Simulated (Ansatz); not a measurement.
Runs of Ansatz 0.2.0 on TiTe2. Symmetry: P-3m1, No. 164, trigonal system. The conventional cell has a = 3.777 Å, b = 3.777 Å, c = 6.498 Å, α = 90.00°, β = 90.00°, γ = 120.00°. Around Te (site symmetry 3m) lie 3 Ti at 2.77 Å. Around Ti (site symmetry -3m) lie 6 Te at 2.77 Å. 

```csv
task,level,cell,k mesh,points for each segment of the path,mesh quality,gap on the mesh (eV),pressure (GPa),relaxed volume (Å³/atom)
relaxation of cell and atoms,revPBE+D3(BJ),relaxed,8 × 8 × 4,-,not flagged,none,0.0,24.22
relaxation of cell and atoms,revPBE+D4,relaxed,8 × 8 × 4,-,not flagged,-,0.0,(b)
relaxation of cell and atoms,RPBE+D4,relaxed,8 × 8 × 4,-,not flagged,-,0.0,25.15
relaxation of cell and atoms,BLYP+D4,relaxed,8 × 8 × 4,-,not flagged,-,0.0,27.11
band structure,HSEsol,as given,4 × 4 × 2,4,coarse,none,(a),-
```

Alike in all rows: potentials or basis Ansatz PAW; no spin polarisation; cutoff (eV) 420; smearing fermi-dirac 0.05 eV.

Problem. Fill in the values left out.

Solution. (a) -2.7; (b) 25.49.

Caveats: some runs use coarse meshes; the PAW data sets come from PBE, with cores solved anew for the run's functional, which leaves a small shift of forces and pressure; the plane-wave basis is chosen anew once the cell has moved, so the energies of steps on either side of that aren't comparable (some runs); spin-orbit coupling is left out, which moves the levels of the heavy elements (some runs); the thresholds are loose for stress (some runs).

A k mesh can miss the band edges, and the runs leave out spin-orbit coupling on Te.

A gap of «none» marks a metal or a gap under the smearing width.

Runs at the PBE level aren't shown here.
